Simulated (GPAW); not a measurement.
Here is a GPAW 26.7.0 calculation.

run.py

```python
from ase.dft.bandgap import bandgap
from ase.io import write
from ase.spacegroup import crystal
from ase.units import GPa
from gpaw import GPAW, PW

# Sb 4c
# Ga 4a
atoms = crystal(['Sb', 'Ga'],
                basis=[[0.25, 0.25, 0.25],
                       [0.0, 0.0, 0.0]],
                spacegroup=216, setting=1,  # F-43m
                cellpar=[6.118, 6.118, 6.118, 90.0, 90.0, 90.0],
                primitive_cell=True)

calc = GPAW(mode=PW(450),
            xc='PBE',
            kpts={'size': (6, 6, 6), 'gamma': True},
            occupations={'name': 'fermi-dirac', 'width': 0.05},
            nbands=18,
            maxiter=120,
            txt='gpaw.txt')
atoms.calc = calc
energy = atoms.get_potential_energy()
forces = atoms.get_forces()
stress = atoms.get_stress()
calc.write('gs.gpw')
write('result.traj', atoms)
print(f'Energy: {energy:.6f} eV')
print('Forces (eV/A):')
print(forces.round(4))
print('Stress (GPa):', (stress / GPa).round(3))
print('Fermi level:', round(calc.get_fermi_level(), 4), 'eV')
print(f'Gap: {bandgap(calc)[0]:.4f} eV, direct: {bandgap(calc, direct=True)[0]:.4f} eV')
```

Potentials or basis: GPAW PAW data sets (gpaw-data 1.2.1), pw.

Command:

```sh
$ OMP_NUM_THREADS=1 python run.py
```

Question: Predict the band gap on the k mesh.

Answer: 0.09 eV, direct.

Question: Estimate the pressure.

Answer: 1.5 GPa.

Caveat: the cutoff is short for stress and forces, so pressures can be off by a GPa or more; spin-orbit coupling is left out, which moves the levels of the heavy elements.

**Experimental background.**

A printed reference work, data compilation reports, for a bulk crystal of GaSb at 4.2 K: band gap 0.811 eV (direct).

A measured gap of GaSb is 0.811 eV (direct; 4.2 K; a printed reference work, data compilation); the calculated 0.09 eV misses it by -0.72 eV. Spin-orbit coupling on Ga, Sb is left out. The value is that of PBE on a finite k mesh, which can miss the band edges, without temperature or zero-point motion. Semilocal functionals fall short of measured gaps as a rule.
